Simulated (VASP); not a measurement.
SH2: vibrations by finite differences with PBE+D3(BJ)

The system is SH2, in a box.

```
S H
1.0
    12.32557    0.00000    0.00000
     0.00000   12.82557    0.00000
     0.00000    0.00000   13.32557
S H
1 2
Direct
  0.52404 0.50828 0.45999
  0.51025 0.42954 0.52601
  0.46399 0.57356 0.51684
```

| Item | Value |
| --- | --- |
| Program | VASP 6.6.1 |
| Task | vibrations by finite differences |
| Functional | PBE |
| Dispersion | D3(BJ) |
| Potentials or basis | VASP PAW PBE potentials, release 64 (S, H) |
| Cutoff | 400 eV |
| k mesh | 1 × 1 × 1 |
| Occupations | gaussian, width 0.01 eV |
| Spin | no spin polarisation |

```yaml
Highest_phonon_frequency_at_Γ_LO-TO_splitting_left_out: 2654 cm⁻¹
Dispersion_energy_per_atom: -0.007 eV
```

Phonon frequencies in cm⁻¹ (negative: imaginary):
| q point | frequencies |
| --- | --- |
| (0.000, 0.000, 0.000) | -5 -2 0 35 40 64 1170 2639 2654 |

Run time: 17 min on 1 thread of Intel(R) Xeon(R) Platinum 8488C (Sapphire Rapids) (shared host), peak memory 1.2 GiB.
